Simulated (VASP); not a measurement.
# Bi (R-3m) in VASP: further runs

One crystal, Bi, is run at these levels: LDA, PBE+D3(BJ); tasks: phonons.

Program: VASP 6.6.1. These are calculated values, not measurements. Logs are shortened: lines on timing, memory, paths and dates and some standing lists are left out, and cuts for length are marked.

## 1. The crystal as given

Symmetry: R-3m, No. 166, trigonal system. The conventional cell has a = 4.497 Å, b = 4.497 Å, c = 11.498 Å, α = 90.00°, β = 90.00°, γ = 120.00°. Bi (site symmetry 3m) has 6 Bi at 3.06 to 3.41 Å as nearest neighbours.

## 2. Phonons, LDA

Contents of POSCAR:

```
Bi
1.0
    2.2484817986      1.2981615717      3.8326493060
   -2.2484817986      1.2981615717      3.8326493060
    0.0000000000     -2.5963231433      3.8326493060
  Bi
     2
Direct
     0.2374421691269066    0.2374421691269066    0.2374421691269066
     0.7625578308730934    0.7625578308730934    0.7625578308730934
```

Contents of INCAR.step1:

```
ALGO = Fast
EDIFF = 1E-8
EDIFFG = -0.002
ENCUT = 600
GGA = CA
IBRION = 2
ISIF = 3
ISMEAR = 1
KPAR = 2
LASPH = True
LCHARG = False
LREAL = False
LWAVE = False
NELM = 80
NSW = 40
PREC = Accurate
SIGMA = 0.2
```

Contents of INCAR.step2:

```
ALGO = Fast
EDIFF = 1E-8
ENCUT = 600
GGA = CA
IBRION = 6
ISIF = 2
ISMEAR = 1
KPAR = 2
LASPH = True
LCHARG = False
LREAL = False
LWAVE = False
NELM = 80
NFREE = 2
NSW = 1
POTIM = 0.015
PREC = Accurate
SIGMA = 0.2
```

Contents of KPOINTS:

```
k-points
0
Gamma
  18 18 18
```

Potentials or basis: VASP PAW LDA potentials, release 64 (Bi_d).

Started as:

```bash
$ cat potpaw_LDA.64/Bi_d/POTCAR > POTCAR
$ cp INCAR.step1 INCAR
$ mpirun -np 2 vasp_std > vasp.out
$ cp CONTCAR POSCAR
$ cp INCAR.step2 INCAR
$ mpirun -np 2 vasp_std > vasp.out
```

OUTCAR:

```text
EDIFF = 1E-8
   ENCUT = 600
   GGA = CA
   IBRION = 6
   ISIF = 2
   ISMEAR = 1
   LASPH = True
   LREAL = False
   NELM = 80
   NFREE = 2
   NSW = 1
   POTIM = 0.015
   PREC = Accurate

 ion  position               nearest neighbor table
   1  0.237  0.237  0.237-   2 3.06   2 3.06   2 3.06   2 3.41   2 3.41   2 3.41
   2  0.763  0.763  0.763-   1 3.06   1 3.06   1 3.06   1 3.41   1 3.41   1 3.41

  LATTYP: Found a trigonal (rhomboedric) cell.
 ALAT       =     4.6294900476
 COS(alpha) =     0.5281549510

  Lattice vectors:

 A1 = (   2.2486292632,   1.2982467104,   3.8328057629)
 A2 = (  -2.2486292632,   1.2982467104,   3.8328057629)
 A3 = (   0.0000000000,  -2.5964934208,   3.8328057629)

Analysis of symmetry for initial positions (statically):
=====================================================================
 Subroutine PRICEL returns:
 Original cell was already a primitive cell.

 Routine SETGRP: Setting up the symmetry group for a
 trigonal (rhombohedral) supercell.

 Subroutine GETGRP returns: Found 12 space group operations
 (whereof 12 operations were pure point group operations)
 out of a pool of 12 trial point group operations.

The static configuration has the point symmetry D_3d.

Analysis of symmetry for dynamics (positions and initial velocities):
=====================================================================
 Subroutine PRICEL returns:
 Original cell was already a primitive cell.

 Routine SETGRP: Setting up the symmetry group for a
 trigonal (rhombohedral) supercell.

 Subroutine GETGRP returns: Found 12 space group operations
 (whereof 12 operations were pure point group operations)
 out of a pool of 12 trial point group operations.

The dynamic configuration has the point symmetry D_3d.

 Subroutine INISYM returns: Found 12 space group operations
 (whereof 12 operations are pure point group operations),
 and found     1 'primitive' translations

----------------------------------------------------------------------------------------

                                     Primitive cell

  volume of cell :      67.1341

  direct lattice vectors                    reciprocal lattice vectors
     2.248629263  1.298246710  3.832805763     0.222357686  0.128378270  0.086968491
    -2.248629263  1.298246710  3.832805763    -0.222357686  0.128378270  0.086968491
     0.000000000 -2.596493421  3.832805763     0.000000000 -0.256756540  0.086968491

  length of vectors
     4.629490048  4.629490048  4.629490048     0.271085668  0.271085668  0.271085668

  position of ions in fractional coordinates (direct lattice)
     0.237452650  0.237452650  0.237452650
     0.762547350  0.762547350  0.762547350

  ion indices of the primitive-cell ions
   primitive index   ion index
                 1           1
                 2           2

----------------------------------------------------------------------------------------

 KPOINTS: k-points

Automatic generation of k-mesh.
 Grid dimensions read from file:
 generate k-points for:   18   18   18

 Generating k-lattice:

  Cartesian coordinates                     Fractional coordinates (reciprocal lattice)
     0.012353205  0.007132126  0.004831583     0.055555556 -0.000000000 -0.000000000
    -0.012353205  0.007132126  0.004831583    -0.000000000  0.055555556 -0.000000000
     0.000000000 -0.014264252  0.004831583     0.000000000  0.000000000  0.055555556

  Length of vectors
     0.015060315  0.015060315  0.015060315

  Shift w.r.t. Gamma in fractional coordinates (k-lattice)
[... 53 lines left out ...]
   LREAL  =      F    real-space projection
   EDIFFG = 0.1E-06   stopping-criterion for IOM
   NSW    =     61    number of steps for IOM
   IBRION =      6    ionic relax: 0-MD 1-quasi-New 2-CG
   NFREE  =      2    steps in history (QN), initial steepest desc. (CG)
   ISIF   =      2    stress and relaxation
   ISYM   =      2    0-nonsym 1-usesym 2-fastsym
   POTIM  = 0.0150    time-step for ionic-motion
   TEBEG  =    0.0;   TEEND  =   0.0 temperature during run
   PSTRESS=    0.0 pullay stress
   NELECT =      30.0000    total number of electrons
   NUPDOWN=      -1.0000    fix difference up-down
   EMIN   =  10.00;   EMAX   =-10.00  energy-range for DOS
   EFERMI =   0.00;   METHOD = LEGACY
   ISMEAR =     1;   SIGMA  =   0.20  broadening in eV -4-tet -1-fermi 0-gaus
   EFERMI_NEDOS =   21; number of points for ismear=-14 and -15
   IALGO  =     68    algorithm
   IMIX   =      4    mixing-type and parameters
     AMIX     =   0.40;   BMIX     =  1.00
     AMIX_MAG =   1.60;   BMIX_MAG =  1.00
  volume/ion in A,a.u.               =      33.57       226.52
  Fermi-wavevector in a.u.,A,eV,Ry     =   1.251606  2.365192 21.313755  1.566517
  Thomas-Fermi vector in A             =   2.385545
   LORBIT       =      0    0 simple, 1 ext, 2 COOP (PROOUT), +10 PAW based schemes
   GGA     = CA    functional components
   LHFCALC =     F    Hartree Fock is set to
   AEXX    =    0.0000 exact exchange contribution
   IVDW    =     0    specifies the selected vdW correction
   LEPSILON=     F    determine dielectric tensor
   LRPA    =     F    only Hartree local field effects (RPA)
 finite differences with symmetry
 non-spin polarized calculation
 RMM-DIIS sequential band-by-band and
 Methfessel and Paxton  Order N= 1 SIGMA  =   0.20
  energy-cutoff  :      600.00
  volume of cell :       67.13
 maximum number of plane-waves:      2262
 NGX is ok and might be reduce to    40
   NGX = 19   NGY = 19   NGZ = 19

--------------------------------------- Ionic step        1  -------------------------------------------

 number of electron      29.9999997 magnetization

 Free energy of the ion-electron system (eV)
  ---------------------------------------------------
  ext. energy  EPLUGINS =         0.00000000
  ---------------------------------------------------
  free energy    TOTEN  =        -9.12049931 eV

  energy without entropy =       -9.12323610  energy(sigma->0) =       -9.12141157

------------------------ aborting loop because EDIFF is reached ----------------------------------------

  FORCE on cell =-STRESS in cart. coord.  units (eV):
  Direction    XX          YY          ZZ          XY          YZ          ZX
  --------------------------------------------------------------------------------------
  -------------------------------------------------------------------------------------
  Total       -0.0014947     -0.0014947     -0.0023715      0.0000000     -0.0000000      0.0000000
  in kB       -0.0356716     -0.0356716     -0.0565968      0.0000000     -0.0000000      0.0000000
  external PRESSURE =      -0.0426467 kB  Pullay stress =       0.0000000 kB
[... 131 lines left out ...]
--------------------------------------- Ionic step        5  -------------------------------------------

 number of electron      29.9999999 magnetization

 Free energy of the ion-electron system (eV)
  ---------------------------------------------------
  ext. energy  EPLUGINS =         0.00000000
  ---------------------------------------------------
  free energy    TOTEN  =        -9.12007456 eV

  energy without entropy =       -9.12263195  energy(sigma->0) =       -9.12092702

 E-fermi :   6.6486     XC(G=0): -10.0236

 val. band max:        6.6339239003   @ k =  -0.4444   0.5000   0.4444
 cond. band min:       6.7366832431   @ k =   0.5000   0.0556   0.0556
 fundamental gap:      0.1027593427
 Fermi energy:         6.6485797482

 k-point     1 :       0.0000    0.0000    0.0000
  band No.  band energies     occupation
      1     -16.3162      2.00000
      2     -16.3162      2.00000
      3     -16.1447      2.00000
      4     -16.1447      2.00000
      5     -16.1315      2.00000
      6     -15.9345      2.00000
[... 505 lines left out ...]
      6     -15.9746      2.00000
[... 11 lines left out ...]
     18       9.2259     -0.00000
     19      11.6776      0.00000

 [... further k-points ...]
[... 5 lines left out ...]
  --------------------------------------------------------------------------------------
  -------------------------------------------------------------------------------------
  Total        0.0441822      0.0441822      0.0801795      0.0000000      0.0000000      0.0000000
  in kB        1.0544230      1.0544230      1.9135090      0.0000000      0.0000000      0.0000000
  external PRESSURE =       1.3407850 kB  Pullay stress =       0.0000000 kB
[... 17 lines left out ...]
  FREE ENERGIE OF THE ION-ELECTRON SYSTEM (eV)
  ---------------------------------------------------
  free  energy   TOTEN  =        -9.1200745574 eV

  energy  without entropy=       -9.1226319497  energy(sigma->0) =       -9.12092702

 INTERNAL STRAIN TENSORS FROM DISPLACED ATOMS
 ============================================

 INTERNAL STRAIN TENSOR FOR ION    1 for displacements in x,y,z  (eV/Angst):
          X           Y           Z          XY          YZ          ZX
  --------------------------------------------------------------------------------
  x     0.00000     0.00000     0.00000     2.43457     0.00000    -5.06906
  y     2.43457    -2.43457    -0.00000     0.00000    -5.06906     0.00000
  z    -2.94688    -2.94688    -5.55372     0.00000    -0.00000     0.00000

 INTERNAL STRAIN TENSOR FOR ION    2 for displacements in x,y,z  (eV/Angst):
          X           Y           Z          XY          YZ          ZX
  --------------------------------------------------------------------------------
  x    -0.00000     0.00000     0.00000    -2.43457     0.00000     5.06906
  y    -2.43457     2.43457     0.00000     0.00000     5.06906    -0.00000
  z     2.94688     2.94688     5.55372     0.00000     0.00000     0.00000

 Eigenvectors and eigenvalues of the dynamical matrix
 ----------------------------------------------------

   1 f  =    2.903756 THz    18.244837 2PiTHz   96.858875 cm-1    12.008965 meV
             X         Y         Z           dx          dy          dz
      0.000000  0.000000  2.730330     0.000000    0.000000    0.707107
      0.000000  0.000000  8.768088    -0.000000   -0.000000   -0.707107
[... 16 lines left out ...]
   5 f  =    0.000000 THz     0.000000 2PiTHz    0.000001 cm-1     0.000000 meV
             X         Y         Z           dx          dy          dz
      0.000000  0.000000  2.730330     0.582716   -0.006655   -0.400497
      0.000000  0.000000  8.768088     0.582716   -0.006655   -0.400497

   6 f/i=    0.000000 THz     0.000000 2PiTHz    0.000001 cm-1     0.000000 meV
             X         Y         Z           dx          dy          dz
      0.000000  0.000000  2.730330    -0.080386    0.690682   -0.128437
      0.000000  0.000000  8.768088    -0.080386    0.690682   -0.128437

 ELASTIC MODULI CONTR FROM IONIC RELAXATION (kBar)
 Direction    XX          YY          ZZ          XY          YZ          ZX
 --------------------------------------------------------------------------------
 XX        -152.7895     37.8078   -108.3478      0.0000    198.4226     -0.0000
 YY          37.8078   -152.7895   -108.3478     -0.0000   -198.4226      0.0000
 ZZ        -108.3478   -108.3478   -204.1934     -0.0000     -0.0000      0.0000
 XY           0.0000     -0.0000     -0.0000    -95.2986     -0.0000    198.4228
 YZ         198.4226   -198.4226     -0.0000     -0.0000   -413.1385      0.0000
 ZX          -0.0000      0.0000      0.0000    198.4228      0.0000   -413.1391
 --------------------------------------------------------------------------------
```

Wall time 2.9 h (2 MPI ranks of Intel Xeon Platinum 8375C at 2.90GHz (Ice Lake), shared host); peak memory 5.2 GiB.

Results:

```yaml
Highest_phonon_frequency_at_Γ: 97 cm⁻¹
```

Phonon frequencies in cm⁻¹ (negative: imaginary):
```tsv
q point	frequencies
(0.000, 0.000, 0.000)	0 0 0 62 62 97
```

Caveat: spin-orbit coupling is left out, which moves the levels of the heavy elements.

## 3. Phonons, PBE+D3(BJ)

This run uses another cell than the first one, of 34.57 Å³/atom, 1.030 times its volume.

Contents of POSCAR:

```
Bi
1.0
    2.2656626729      1.3080809541      3.8879168825
   -2.2656626729      1.3080809541      3.8879168825
    0.0000000000     -2.6161619082      3.8879168825
  Bi
     2
Direct
     0.2372661072164276    0.2372661072164276    0.2372661072164276
     0.7627338927835724    0.7627338927835724    0.7627338927835724
```

Contents of INCAR.step1:

```
SYSTEM = Bi
  PREC = Accurate
  ENCUT = 600
  EDIFF = 1E-8
  ISMEAR = 1
  SIGMA = 0.1
  LREAL = .False.
  LASPH = .True.
  NELM = 80
  ALGO = Normal
  ISIF = 3
  LWAVE = .False.
  LCHARG = .False.
  GGA = PE
  IVDW = 12
  IBRION = 2
  NSW = 40
  EDIFFG = -0.002
```

Contents of INCAR.step2:

```
SYSTEM = Bi
  PREC = Accurate
  ENCUT = 600
  EDIFF = 1E-8
  ISMEAR = 1
  SIGMA = 0.1
  LREAL = .False.
  LASPH = .True.
  NELM = 80
  ALGO = Normal
  ISIF = 2
  LWAVE = .False.
  LCHARG = .False.
  GGA = PE
  IVDW = 12
  IBRION = 6
  NFREE = 2
  POTIM = 0.015
  NSW = 1
```

Contents of KPOINTS:

```
Automatic mesh
0
Gamma
  12 12 10
  0 0 0
```

Potentials or basis: VASP PAW PBE potentials, release 64 (Bi_d).

Started as:

```bash
$ cat potpaw_PBE.64/Bi_d/POTCAR > POTCAR
$ cp INCAR.step1 INCAR
$ mpirun -np 1 vasp_std > vasp.out
$ cp CONTCAR POSCAR
$ cp INCAR.step2 INCAR
$ mpirun -np 1 vasp_std > vasp.out
```

OUTCAR:

```text
SYSTEM = Bi
   PREC = Accurate
   ENCUT = 600
   EDIFF = 1E-8
   ISMEAR = 1
   LREAL = .False.
   LASPH = .True.
   NELM = 80
   ISIF = 2
   GGA = PE
   IVDW = 12
   IBRION = 6
   NFREE = 2
   POTIM = 0.015
   NSW = 1
 IVDW          = 12

 ion  position               nearest neighbor table
   1  0.237  0.237  0.237-   2 3.09   2 3.09   2 3.09   2 3.44   2 3.44   2 3.44
[... 968 lines left out ...]
  x    -0.00000     0.00000     0.00000    -2.54800     0.00000     4.97141
  y    -2.54800     2.54800     0.00000    -0.00000     4.97141     0.00000
  z     2.99412     2.99412     5.52591    -0.00000     0.00000     0.00000

 Eigenvectors and eigenvalues of the dynamical matrix
 ----------------------------------------------------

   1 f  =    2.907127 THz    18.266016 2PiTHz   96.971312 cm-1    12.022905 meV
             X         Y         Z           dx          dy          dz
      0.000000  0.000000  2.766891    -0.000000   -0.000000    0.707107
      0.000000  0.000000  8.894795     0.000000   -0.000000   -0.707107
[... 11 lines left out ...]
   4 f  =    0.000000 THz     0.000000 2PiTHz    0.000001 cm-1     0.000000 meV
             X         Y         Z           dx          dy          dz
      0.000000  0.000000  2.766891     0.124590    0.676006   -0.165811
      0.000000  0.000000  8.894795     0.124590    0.676006   -0.165811

   5 f/i=    0.000000 THz     0.000000 2PiTHz    0.000000 cm-1     0.000000 meV
             X         Y         Z           dx          dy          dz
      0.000000  0.000000  2.766891    -0.226279   -0.119959   -0.659096
      0.000000  0.000000  8.894795    -0.226279   -0.119959   -0.659096

   6 f/i=    0.000000 THz     0.000000 2PiTHz    0.000001 cm-1     0.000000 meV
             X         Y         Z           dx          dy          dz
      0.000000  0.000000  2.766891    -0.658236    0.169191    0.195190
      0.000000  0.000000  8.894795    -0.658236    0.169191    0.195190

 ELASTIC MODULI CONTR FROM IONIC RELAXATION (kBar)
 Direction    XX          YY          ZZ          XY          YZ          ZX
 --------------------------------------------------------------------------------
 XX        -158.0135     42.9770   -106.1551      0.0000    196.0764     -0.0000
 YY          42.9770   -158.0135   -106.1551     -0.0000   -196.0764      0.0000
 ZZ        -106.1551   -106.1551   -195.9190      0.0000     -0.0000     -0.0000
 XY           0.0000     -0.0000      0.0000   -100.4953     -0.0000    196.0765
 YZ         196.0764   -196.0764     -0.0000     -0.0000   -382.5648      0.0000
 ZX          -0.0000      0.0000     -0.0000    196.0765      0.0000   -382.5654
 --------------------------------------------------------------------------------
```

OUTCAR.step1:

```text
SYSTEM = Bi
   PREC = Accurate
   ENCUT = 600
   EDIFF = 1E-8
   ISMEAR = 1
   LREAL = .False.
   LASPH = .True.
   NELM = 80
   ISIF = 3
   GGA = PE
   IVDW = 12
   IBRION = 2
   NSW = 40
[... 320 lines left out ...]
      5     -16.2469      2.00000
      6     -16.0689      2.00000
[... 505 lines left out ...]
      6     -16.1557      2.00000
[... 11 lines left out ...]
     18       9.8086      0.00000
     19      13.3873      0.00000

 [... further k-points ...]

------------------------ aborting loop because EDIFF is reached ----------------------------------------

 Edisp (eV)   -0.92421

 E8    (eV) :    -0.4592
[... 25 lines left out ...]
  FREE ENERGIE OF THE ION-ELECTRON SYSTEM (eV)
  ---------------------------------------------------
  free  energy   TOTEN  =        -8.6658620557 eV

  energy  without entropy=       -8.6659357667  energy(sigma->0) =       -8.66588663

 reached required accuracy - stopping structural energy minimisation
```

OSZICAR.step1:

```text
N       E                     dE             d eps       ncg     rms          rms(c)
DAV:   1     0.306179388942E+03    0.30618E+03   -0.17941E+04 14866   0.210E+03
DAV:   2     0.172486517077E+02   -0.28893E+03   -0.28448E+03 14897   0.484E+02
DAV:   3    -0.684482493739E+01   -0.24093E+02   -0.23653E+02 17258   0.160E+02
DAV:   4    -0.769898538923E+01   -0.85416E+00   -0.85093E+00 16506   0.321E+01
[... 25 lines left out ...]
DAV:   2    -0.774165907501E+01    0.66009E-05   -0.14602E-05 16103   0.618E-02    0.634E-03
DAV:   3    -0.774165754147E+01    0.15335E-05   -0.62829E-06 18965   0.374E-02    0.796E-04
DAV:   4    -0.774165722491E+01    0.31656E-06   -0.18528E-07 15452   0.454E-03    0.348E-04
DAV:   5    -0.774165697952E+01    0.24539E-06   -0.40904E-08 13983   0.254E-03    0.260E-04
DAV:   6    -0.774165697809E+01    0.14365E-08   -0.53429E-09  7492   0.133E-03
   3 F= -.86658621E+01 E0= -.86658866E+01  d E =-.152834E-05
```

Wall time 25 min (1 thread of Intel Xeon 6975P-C (Granite Rapids), shared host); peak memory 1.5 GiB.

What came out:

```yaml
Highest_phonon_frequency_at_Γ: 97 cm⁻¹
Dispersion_energy_per_atom: -0.462 eV
```

Phonon frequencies in cm⁻¹ (negative: imaginary):
| q point | frequencies |
| --- | --- |
| (0.000, 0.000, 0.000) | 0 0 0 62 62 97 |

Caveat: spin-orbit coupling is left out, which moves the levels of the heavy elements.

(Part 1 of 2 ends here.)
